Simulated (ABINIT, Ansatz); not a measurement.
# CdS (Hawleyite): modes at Γ and the response to a field

Aim: the zone-centre modes of CdS (Hawleyite).

Method: DFT LDA, scalar-relativistic, plane waves, PseudoDojo norm-conserving pseudopotentials, in ABINIT 10.8.3.

## Step 1: Starting point

The structure is cubic, space group F-43m (No. 216). The conventional cell has a = 5.833 Å, b = 5.833 Å, c = 5.833 Å, α = 90.00°, β = 90.00°, γ = 90.00°. Nearest to Cd lie 4 S at 2.53 Å. Nearest to S lie 4 Cd at 2.53 Å. Farther neighbours and most contacts between anions are not listed.

## Step 2: A first look

A first run with smearing and empty bands tells whether the crystal has a gap, which decides between fixed occupations and smearing later on.

The input, probe.abi:

```
# ground state
tolvrs 1.0d-08
prtden 1
prtwf 1

# basis, mesh and filling
ecut 47.0
ngkpt 6 6 6
nshiftk 1
shiftk 0.0 0.0 0.0
istwfk *1
occopt 7
tsmear 0.005
nband 20
nstep 100
diemac 9.0
prtebands 0
prtgsr 0
useylm 1

# cell and atoms
acell 7.794277172 7.794277172 7.794277172
rprim 
    -0.7071067812 0.0 0.7071067812
    0.0 0.7071067812 0.7071067812
    -0.7071067812 0.7071067812 0.0
ntypat 2
znucl 48 16
natom 2
typat 1 2
xred 
    0.0 0.0 0.0
    0.25 0.25 0.25
pp_dirpath "./pseudo"
pseudos "Cd.upf, S.upf"
```

Run with:

```sh
$ OMP_NUM_THREADS=1 mpirun -n 8 abinit probe.abi > probe.log
```

Numbers of over 12 decimals in the logs are rounded to 6 here.

probe.abo, the main output file:

```text
[banners, grids, parts of the stress and lines that vanish by symmetry left out]
- input  file    -> probe.abi
- output file    -> probe.abo
- root for input  files -> probei
[...]
Symmetries : space group F-4 3 m (#216); Bravais cF (face-center cubic)
[...]
mpw =        5188          nfft =      125000          nkpt =          16
[...]
== DATASET  1 ==================================================================
[...]
cutoff_energies: {ecut:  47.0, pawecutdg:  -1.0, }
[...]
ETOT  1  -183.70272599561    -1.837E+02 4.047E+00 7.053E+03
 ETOT  2  -184.76845547366    -1.066E+00 4.424E-02 1.445E+04
 ETOT  3  -186.19846309957    -1.430E+00 2.755E-02 1.743E+03
 ETOT  4  -186.31581109501    -1.173E-01 1.292E-02 7.002E+02
 ETOT  5  -186.37228935818    -5.648E-02 4.973E-03 1.471E+02
[...]
ETOT 10  -186.38862933793    -2.667E-08 2.176E-04 6.985E-07
 ETOT 11  -186.38862933804    -1.080E-10 2.434E-04 8.744E-09
 At SCF step   11       vres2   =  8.74E-09 < tolvrs=  1.00E-08 =>converged.
[...]
sigma(1 1)=  9.38578072E-05  sigma(3 2)=  0.00000000E+00
  sigma(2 2)=  9.38578072E-05  sigma(3 1)=  0.00000000E+00
  sigma(3 3)=  9.38578072E-05  sigma(2 1)=  0.00000000E+00
[...]
convergence: {deltae: -1.080E-10, res2:  8.744E-09, residm:  2.434E-04, diffor: null, }
etotal    :  -1.86388629E+02
[...]
sigma(1 1)=  9.38578072E-05  sigma(3 2)=  0.00000000E+00
  sigma(2 2)=  9.38578072E-05  sigma(3 1)=  0.00000000E+00
  sigma(3 3)=  9.38578072E-05  sigma(2 1)=  0.00000000E+00
[...]
- sigma(1 1)=  2.76139203E+00  sigma(3 2)=  0.00000000E+00
- sigma(2 2)=  2.76139203E+00  sigma(3 1)=  0.00000000E+00
- sigma(3 3)=  2.76139203E+00  sigma(2 1)=  0.00000000E+00
[...]
fcart      1.9084391729E-31  5.7253175187E-31 -1.9084391729E-31
           strten      9.3857807250E-05  9.3857807250E-05  9.3857807250E-05
================================================================================

[key lines of the parts left out:]
pressure_GPa:  -2.7614E+00
```

The job ended after 10 s (8 MPI ranks of Arm Neoverse V2, shared host; 79 s of CPU time).

Read from the output:

- volume per atom: 24.81 Å³
- pressure: -2.761 GPa
- gap on the k-mesh: 0.8602 eV

A gap of 0.86 eV opens on this mesh, so the crystal is taken as an insulator; the printed pressure holds the stress of the finite basis too.

## Step 3: Relaxing the cell and atoms

The harmonic expansion needs vanishing forces, and a free crystal bears no stress, so cell and atoms are brought to rest. Stress is more sensitive to the basis than forces are: the last 3 Ha under the cutoff are smoothed with ecutsm, and the cutoff is raised above that of the later runs.

The input, relax.abi:

```
# relaxation
ionmov 2
optcell 2
dilatmx 1.08
ntime 40
tolmxf 1.0d-05
tolvrs 1.0d-14
prtwf 0
prtden 0
chksymtnons 0

# basis, mesh and filling
ecut 57.0
ecutsm 3.0
ngkpt 8 8 8
nshiftk 1
shiftk 0.0 0.0 0.0
istwfk *1
occopt 1
nband 13
nstep 100
diemac 9.0
prtebands 0
prtgsr 0
useylm 1

# cell and atoms
acell 7.794277172 7.794277172 7.794277172
rprim 
    -0.7071067812 0.0 0.7071067812
    0.0 0.7071067812 0.7071067812
    -0.7071067812 0.7071067812 0.0
ntypat 2
znucl 48 16
natom 2
typat 1 2
xred 
    0.0 0.0 0.0
    0.25 0.25 0.25
pp_dirpath "./pseudo"
pseudos "Cd.upf, S.upf"
```

Run with:

```sh
$ OMP_NUM_THREADS=1 mpirun -n 8 abinit relax.abi > relax.log
```

relax.abo, the main output file:

```text
[banners, grids, parts of the stress and lines that vanish by symmetry left out]
- input  file    -> relax.abi
- output file    -> relax.abo
- root for input  files -> relaxi
[...]
Symmetries : space group F-4 3 m (#216); Bravais cF (face-center cubic)
[...]
mpw =        8705          nfft =      216000          nkpt =          29
[...]
== DATASET  1 ==================================================================
[...]
cutoff_energies: {ecut:  57.0, pawecutdg:  -1.0, }
[...]
ETOT  1  -175.25196446679    -1.753E+02 4.720E+00 8.693E+04
 ETOT  2  -177.42416996347    -2.172E+00 3.398E+00 1.669E+05
 ETOT  3  -184.92178131789    -7.498E+00 1.019E+00 2.597E+04
 ETOT  4  -185.89519087776    -9.734E-01 1.327E-01 9.925E+03
 ETOT  5  -186.12436775198    -2.292E-01 2.120E-02 5.009E+03
[...]
At SCF step   46       vres2   =  8.09E-16 < tolvrs=  1.00E-14 =>converged.
[...]
sigma(1 1)=  8.19369761E-05  sigma(3 2)=  0.00000000E+00
  sigma(2 2)=  8.19369761E-05  sigma(3 1)=  0.00000000E+00
  sigma(3 3)=  8.19369761E-05  sigma(2 1)=  0.00000000E+00
[...]
convergence: {deltae:  8.356E-12, res2:  8.088E-16, residm:  2.699E-14, diffor: null, }
etotal    :  -1.86388989E+02
[...]
ETOT  1  -186.38436618116    -1.864E+02 2.271E+00 1.011E+02
[...]
At SCF step   14       vres2   =  5.67E-15 < tolvrs=  1.00E-14 =>converged.
[...]
sigma(1 1)=  6.74559981E-05  sigma(3 2)=  0.00000000E+00
  sigma(2 2)=  6.74559981E-05  sigma(3 1)=  0.00000000E+00
  sigma(3 3)=  6.74559981E-05  sigma(2 1)=  0.00000000E+00
[...]
convergence: {deltae:  5.912E-12, res2:  5.666E-15, residm:  4.426E-15, diffor: null, }
etotal    :  -1.86389174E+02
[...]
ETOT  1  -186.30473479143    -1.863E+02 6.945E-02 1.891E+03
[...]
At SCF step   15       vres2   =  8.61E-15 < tolvrs=  1.00E-14 =>converged.
[...]
sigma(1 1)= -4.38064280E-06  sigma(3 2)=  0.00000000E+00
  sigma(2 2)= -4.38064280E-06  sigma(3 1)=  0.00000000E+00
  sigma(3 3)= -4.38064280E-06  sigma(2 1)=  0.00000000E+00
[...]
convergence: {deltae: -1.509E-11, res2:  8.612E-15, residm:  1.869E-15, diffor: null, }
etotal    :  -1.86389529E+02
[...]
ETOT  1  -186.38916991930    -1.864E+02 8.760E-07 7.517E+00
[...]
At SCF step   13       vres2   =  4.85E-15 < tolvrs=  1.00E-14 =>converged.
[...]
sigma(1 1)=  2.05467366E-07  sigma(3 2)=  0.00000000E+00
  sigma(2 2)=  2.05467366E-07  sigma(3 1)=  0.00000000E+00
  sigma(3 3)=  2.05467366E-07  sigma(2 1)=  0.00000000E+00
[...]
convergence: {deltae:  7.617E-12, res2:  4.851E-15, residm:  1.374E-15, diffor: null, }
etotal    :  -1.86389530E+02
[...]
ETOT  1  -186.38952916524    -1.864E+02 1.913E-09 1.500E-02
[...]
ETOT 10  -186.38952988036     5.087E-12 2.299E-15 2.941E-14
 ETOT 11  -186.38952988036     6.253E-12 1.341E-16 6.532E-16
 At SCF step   11       vres2   =  6.53E-16 < tolvrs=  1.00E-14 =>converged.
[...]
sigma(1 1)=  5.65746960E-10  sigma(3 2)=  0.00000000E+00
  sigma(2 2)=  5.65746958E-10  sigma(3 1)=  0.00000000E+00
  sigma(3 3)=  5.65746958E-10  sigma(2 1)=  0.00000000E+00
[...]
convergence: {deltae:  6.253E-12, res2:  6.532E-16, residm:  1.341E-16, diffor: null, }
etotal    :  -1.86389530E+02
[...]
At Broyd/MD step   5, gradients are converged :
[...]
sigma(1 1)=  5.65746960E-10  sigma(3 2)=  0.00000000E+00
  sigma(2 2)=  5.65746958E-10  sigma(3 1)=  0.00000000E+00
  sigma(3 3)=  5.65746958E-10  sigma(2 1)=  0.00000000E+00
[...]
- sigma(1 1)=  1.66448502E-05  sigma(3 2)=  0.00000000E+00
- sigma(2 2)=  1.66448502E-05  sigma(3 1)=  0.00000000E+00
- sigma(3 3)=  1.66448502E-05  sigma(2 1)=  0.00000000E+00
[...]
fcart     -2.4165469513E-31 -1.4499281708E-31 -3.3831657318E-31
           strten      5.6574695970E-10  5.6574695796E-10  5.6574695796E-10
================================================================================

[key lines of the parts left out:]
pressure_GPa:  -1.6645E-05
Total energy (etotal) [Ha]= -1.86389529880357E+02
```

Elapsed: 2.3 min, on 8 MPI ranks.

Step by step:

| step | energy less that of the first step (eV) | largest force (eV/Å) | volume (Å³) |
| --- | --- | --- | --- |
| 1 | 0.0000 | 0.0000 | 49.62 |
| 2 | -0.0050 | 0.0000 | 49.25 |
| 3 | -0.0147 | 0.0000 | 47.64 |
| 4 | -0.0147 | 0.0000 | 47.73 |
| 5 | -0.0147 | 0.0000 | 47.73 |

```
conventional cell, symmetrised  before  after  change
                         a (Å)   5.833  5.758  -1.3 %
                         b (Å)   5.833  5.758  -1.3 %
                         c (Å)   5.833  5.758  -1.3 %
              volume (Å³/atom)   24.81  23.87  -3.8 %
```

Final coordinates:

```xyz
2
Lattice="-2.8791 0.0000 2.8791 0.0000 2.8791 2.8791 -2.8791 2.8791 0.0000" Properties=species:S:1:pos:R:3 pbc="T T T"
Cd    0.0000    0.0000    0.0000
S    -1.4395    1.4395    1.4395
```

Read from the output:

```yaml
volume_per_atom: 23.87 Å³
pressure: -1.66e-5 GPa
```

The volume changes by -3.8 % in this run and stands -3.8 % from the first cell.

## Step 4: Self-consistent run for the response

First-order wavefunctions inherit every error of the ground state, hence the very tight tolvrs. The mesh is shifted off Γ, since shifted meshes converge sums over the zone faster.

The input, gs.abi:

```
# ground state
tolvrs 1.0d-16
prtden 1
prtwf 1

# basis, mesh and filling
ecut 47.0
ngkpt 6 6 6
nshiftk 4
shiftk 
    0.5 0.5 0.5
    0.5 0.0 0.0
    0.0 0.5 0.0
    0.0 0.0 0.5
istwfk *1
occopt 1
nband 13
nstep 100
diemac 9.0
prtebands 0
prtgsr 0
useylm 1

# cell and atoms
acell 7.694296955 7.694296955 7.694296955
rprim 
    -0.7071067812 0.0 0.7071067812
    0.0 0.7071067812 0.7071067812
    -0.7071067812 0.7071067812 0.0
ntypat 2
znucl 48 16
natom 2
typat 1 2
xred 
    0.0 0.0 0.0
    0.25 0.25 0.25
pp_dirpath "./pseudo"
pseudos "Cd.upf, S.upf"
```

Run with:

```sh
$ OMP_NUM_THREADS=1 mpirun -n 8 abinit gs.abi > gs.log
```

gs.abo, the main output file:

```text
[banners, grids, parts of the stress and lines that vanish by symmetry left out]
- input  file    -> gs.abi
- output file    -> gs.abo
- root for input  files -> gsi
[...]
Symmetries : space group F-4 3 m (#216); Bravais cF (face-center cubic)
[...]
mpw =        4975          nfft =      110592          nkpt =          28
[...]
== DATASET  1 ==================================================================
[...]
cutoff_energies: {ecut:  47.0, pawecutdg:  -1.0, }
[...]
ETOT  1  -176.25515268736    -1.763E+02 4.497E+00 4.044E+04
 ETOT  2  -178.19788386850    -1.943E+00 2.748E+00 7.931E+04
 ETOT  3  -185.10623373521    -6.908E+00 1.091E+00 1.200E+04
 ETOT  4  -185.91986656252    -8.136E-01 6.941E-02 4.918E+03
 ETOT  5  -186.15457315030    -2.347E-01 3.386E-03 2.327E+03
[...]
ETOT 38  -186.38929493249    -8.612E-12 3.069E-18 3.039E-16
 ETOT 39  -186.38929493247     1.597E-11 1.009E-18 3.238E-18
 At SCF step   39       vres2   =  3.24E-18 < tolvrs=  1.00E-16 =>converged.
[...]
sigma(1 1)=  1.26021708E-05  sigma(3 2)=  0.00000000E+00
  sigma(2 2)=  1.26021708E-05  sigma(3 1)=  0.00000000E+00
  sigma(3 3)=  1.26021708E-05  sigma(2 1)=  0.00000000E+00
[...]
convergence: {deltae:  1.597E-11, res2:  3.238E-18, residm:  1.009E-18, diffor: null, }
etotal    :  -1.86389295E+02
[...]
sigma(1 1)=  1.26021708E-05  sigma(3 2)=  0.00000000E+00
  sigma(2 2)=  1.26021708E-05  sigma(3 1)=  0.00000000E+00
  sigma(3 3)=  1.26021708E-05  sigma(2 1)=  0.00000000E+00
[...]
- sigma(1 1)=  3.70768667E-01  sigma(3 2)=  0.00000000E+00
- sigma(2 2)=  3.70768667E-01  sigma(3 1)=  0.00000000E+00
- sigma(3 3)=  3.70768667E-01  sigma(2 1)=  0.00000000E+00
[...]
fcart     -0.0000000000E+00 -0.0000000000E+00 -0.0000000000E+00
           strten      1.2602170849E-05  1.2602170849E-05  1.2602170849E-05
================================================================================

[key lines of the parts left out:]
pressure_GPa:  -3.7077E-01
```

Elapsed: 26 s, on 8 MPI ranks.

Read from the output:

```
pressure : -0.3708 GPa
```

The cell stands at -0.37 GPa: the relaxation ran with a smoothed and higher cutoff and on another k mesh.

## Step 5: The gap at rest

Empty bands on the ground state's density check that the gap assumed so far is there in this cell.

The input, gap.abi:

```
# empty bands on the ground state's density
iscf -2
getden_filepath "gso_DEN"
tolwfr 1.0d-12
nbdbuf 2
prtwf 0

# basis, mesh and filling
ecut 47.0
ngkpt 8 8 8
nshiftk 1
shiftk 0.0 0.0 0.0
istwfk *1
occopt 1
nband 17
nstep 100
diemac 9.0
prtebands 0
prtgsr 0
useylm 1

# cell and atoms
acell 7.694296955 7.694296955 7.694296955
rprim 
    -0.7071067812 0.0 0.7071067812
    0.0 0.7071067812 0.7071067812
    -0.7071067812 0.7071067812 0.0
ntypat 2
znucl 48 16
natom 2
typat 1 2
xred 
    0.0 0.0 0.0
    0.25 0.25 0.25
pp_dirpath "./pseudo"
pseudos "Cd.upf, S.upf"
```

Run with:

```sh
$ OMP_NUM_THREADS=1 mpirun -n 8 abinit gap.abi > gap.log
```

gap.abo, the main output file:

```text
[banners, grids, parts of the stress and lines that vanish by symmetry left out]
- input  file    -> gap.abi
- output file    -> gap.abo
- root for input  files -> gapi
[...]
Symmetries : space group F-4 3 m (#216); Bravais cF (face-center cubic)
[...]
mpw =        4988          nfft =      110592          nkpt =          29
[...]
== DATASET  1 ==================================================================
[...]
cutoff_energies: {ecut:  47.0, pawecutdg:  -1.0, }
[...]
-outvars: echo values of variables after computation
            acell      7.6942969550E+00  7.6942969550E+00  7.6942969550E+00 Bohr
================================================================================
```

Run time: 8.8 s. Hardware: 8 MPI ranks.

Numbers from this step:

* gap on the k-mesh: 0.9440 eV

In this cell the gap on the mesh is 0.94 eV, direct, so fixed occupations hold.

## Step 6: Zone-centre response

The derivative of the wavefunctions by k comes first, since the response to a field is built on it; then the field and the displacements that symmetry doesn't supply are solved at q = 0.

It reads the wavefunctions written in step 4.

The input, dfpt_gamma.abi:

```
ndtset 2

# common to the responses
getwfk_filepath "gso_WFK"
kptopt 2
nqpt 1
qpt 0.0 0.0 0.0
asr 0
chneut 0

# d/dk
rfelfd1 2
rfdir1 1 1 1
iscf1 -3
tolwfr1 1.0d-20

# displacements, field
rfphon2 1
rfatpol2 1 2
rfdir2 1 1 1
rfelfd2 3
getddk2 1
tolvrs2 1.0d-10
prtwf2 0

# basis, mesh and filling
ecut 47.0
ngkpt 6 6 6
nshiftk 4
shiftk 
    0.5 0.5 0.5
    0.5 0.0 0.0
    0.0 0.5 0.0
    0.0 0.0 0.5
istwfk *1
occopt 1
nband 13
nstep 100
diemac 9.0
prtebands 0
prtgsr 0
useylm 1

# cell and atoms
acell 7.694296955 7.694296955 7.694296955
rprim 
    -0.7071067812 0.0 0.7071067812
    0.0 0.7071067812 0.7071067812
    -0.7071067812 0.7071067812 0.0
ntypat 2
znucl 48 16
natom 2
typat 1 2
xred 
    0.0 0.0 0.0
    0.25 0.25 0.25
pp_dirpath "./pseudo"
pseudos "Cd.upf, S.upf"
```

Run with:

```sh
$ OMP_NUM_THREADS=1 mpirun -n 8 abinit dfpt_gamma.abi > dfpt_gamma.log
```

dfpt_gamma.abo, the main output file:

```text
[banners, grids, parts of the stress and lines that vanish by symmetry left out]
- input  file    -> dfpt_gamma.abi
- output file    -> dfpt_gamma.abo
- root for input  files -> dfpt_gammai
[...]
DATASET    1 : space group F-4 3 m (#216); Bravais cF (face-center cubic)
[...]
nfft =      110592          nkpt =         432
[...]
DATASET    2 : space group F-4 3 m (#216); Bravais cF (face-center cubic)
[...]
nfft =      110592          nkpt =         432
[...]
== DATASET  1 ==================================================================
[...]
cutoff_energies: {ecut:  47.0, pawecutdg:  -1.0, }
[...]
- 16.00000   6.00000  180309                  znucl, zion, pspdat
[...]
Perturbation : derivative vs k along direction   1
[...]
-ETOT  1  -25.892058643747     -2.589E+01 9.015E-01 0.000E+00
 ETOT  2  -26.213098223856     -3.210E-01 2.617E+00 0.000E+00
 ETOT  3  -26.233951520749     -2.085E-02 5.283E-02 0.000E+00
 ETOT  4  -26.237177085553     -3.226E-03 2.148E-01 0.000E+00
 ETOT  5  -26.237950270503     -7.732E-04 4.894E-03 0.000E+00
[...]
At SCF step   45   max residual=  1.00E-20 < tolwfr=  1.00E-20 =>converged.
[...]
Perturbation : derivative vs k along direction   2
[...]
-ETOT  1  -25.892058643391     -2.589E+01 9.015E-01 0.000E+00
[...]
At SCF step   45   max residual=  9.99E-21 < tolwfr=  1.00E-20 =>converged.
[...]
Perturbation : derivative vs k along direction   3
[...]
-ETOT  1  -25.892058643035     -2.589E+01 9.015E-01 0.000E+00
[...]
At SCF step   45   max residual=  1.00E-20 < tolwfr=  1.00E-20 =>converged.
[...]
1        1       1.1487979580   -0.0000000000
     1        2      -0.5743989790    0.0000000000
     1        3      -0.5743989790    0.0000000000
     2        1      -0.5743989790    0.0000000000
     2        2       1.1487979580   -0.0000000000
     2        3       0.5743989790   -0.0000000000
     3        1      -0.5743989790    0.0000000000
     3        2       0.5743989790   -0.0000000000
     3        3       1.1487979580   -0.0000000000
[...]
== DATASET  2 ==================================================================
[...]
cutoff_energies: {ecut:  47.0, pawecutdg:  -1.0, }
[...]
Perturbation : displacement of atom   1   along direction   1
[...]
-ETOT  1   17.329278797013     -2.472E+04 2.635E+02 2.015E+03
[...]
At SCF step   19       vres2   =  4.98E-11 < tolvrs=  1.00E-10 =>converged.
[...]
Perturbation : displacement of atom   2   along direction   1
[...]
-ETOT  1   6.882026     -4.119E+02 3.726E+01 3.866E+02
[...]
At SCF step   26       vres2   =  7.28E-12 < tolvrs=  1.00E-10 =>converged.
[...]
Perturbation : homogeneous electric field along direction   1
[...]
-ETOT  1  -126.58335141536     -1.266E+02 2.118E+02 6.125E+04
[...]
ETOT 26  -143.40153070563     -7.816E-12 2.121E-10 1.007E-10
 ETOT 27  -143.40153070564     -6.850E-12 6.576E-11 3.470E-11
 At SCF step   27       vres2   =  3.47E-11 < tolvrs=  1.00E-10 =>converged.
[...]
Dielectric tensor, in cartesian coordinates,
[...]
1    4   1    4         6.5931786955        -0.0000000000
   1    4   2    4        -0.0000000000        -0.0000000000
   1    4   3    4        -0.0000000000        -0.0000000000
   2    4   1    4        -0.0000000000        -0.0000000000
   2    4   2    4         6.5931786955        -0.0000000000
   2    4   3    4         0.0000000000        -0.0000000000
   3    4   1    4        -0.0000000000        -0.0000000000
   3    4   2    4         0.0000000000        -0.0000000000
   3    4   3    4         6.5931786955        -0.0000000000
  Effective charges, in cartesian coordinates,
[...]
1    1   1    4         2.1343681461         0.0000000000
   2    1   1    4         0.0000000000         0.0000000000
   3    1   1    4        -0.0000000000         0.0000000000
   1    2   1    4        -2.1338917053         0.0000000000
   2    2   1    4         0.0000000000         0.0000000000
[...]
Effective charges, in cartesian coordinates,
[...]
2    4   1    2        -0.0000000000         0.0000000000
   3    4   1    2        -0.0000000000         0.0000000000
   1    4   2    2         0.0000000000         0.0000000000
   2    4   2    2        -2.1338916855         0.0000000000
   3    4   2    2        -0.0000000000         0.0000000000
   1    4   3    2         0.0000000000         0.0000000000
   2    4   3    2        -0.0000000000         0.0000000000
   3    4   3    2        -2.1338916855         0.0000000000
  Phonon wavevector (reduced coordinates) :  0.00000  0.00000  0.00000
 Phonon energies in Hartree :
[...]
Phonon frequencies in cm-1    :
-  2.258554E+00  2.258554E+00  2.258554E+00  2.442800E+02  2.442800E+02
-  2.442800E+02
  Phonon at Gamma, with non-analyticity in the
[...]
Phonon energies in Hartree :
[...]
Phonon frequencies in cm-1    :
-  2.258554E+00  2.258554E+00  2.258564E+00  2.442800E+02  2.442800E+02
-  2.970074E+02
  Phonon at Gamma, with non-analyticity in the
[...]
Phonon energies in Hartree :
[...]
Phonon frequencies in cm-1    :
-  2.258554E+00  2.258554E+00  2.258564E+00  2.442800E+02  2.442800E+02
-  2.970074E+02
  Phonon at Gamma, with non-analyticity in the
[...]
Phonon energies in Hartree :
[...]
Phonon frequencies in cm-1    :
-  2.258554E+00  2.258554E+00  2.258564E+00  2.442800E+02  2.442800E+02
-  2.970074E+02
[...]
fcart2     0.0000000000E+00  0.0000000000E+00  0.0000000000E+00
           strten2     0.0000000000E+00  0.0000000000E+00  0.0000000000E+00
================================================================================
```

The job ended after 20 min (8 MPI ranks; 2.6 h of CPU time).

Numbers from this step:

```
miss of the charge sum rule                                       : 4.76e-4 e
largest acoustic frequency at the zone centre before the sum rule : 2.26 cm⁻¹
highest optical zone-centre mode (no LO-TO term)                  : 244.3 cm⁻¹
lowest optical zone-centre mode                                   : 244.3 cm⁻¹
mean high-frequency dielectric constant                           : 6.593
largest Born charge in size (third of the trace)                  : 2.134 e
```

Born charge (rows field, columns displacement), before the sum rule (e), principal values of the symmetric part by kind of site:

```csv
atom,atoms with these values,low,middle,high,mean
Cd1,1,2.13,2.13,2.13,2.13
S2,1,-2.13,-2.13,-2.13,-2.13
```

In full for S2:

```
-2.13  0.00  0.00
 0.00 -2.13  0.00
 0.00  0.00 -2.13
```

High-frequency dielectric tensor:

```
6.59 0.00 0.00
0.00 6.59 0.00
0.00 0.00 6.59
```

The acoustic modes at Γ come out as far as 2.3 cm⁻¹ from zero, where they should vanish, a small numerical error; the Born charges miss their sum rule by 4.8e-4 e, which is good.

(Part 1 of 3 ends here.)

[Host names and launcher messages were left out of these logs when they were recorded.]

[Logs are printed without paths, hosts, clocks, repeated set-up lines and the standing remarks that a program may print on its own settings, such as how far it seeks lower states.]

[Hosts, paths, dates, database ids (printed as entryN), source tags and the programs' standing remarks are cut or masked in the printed files.]
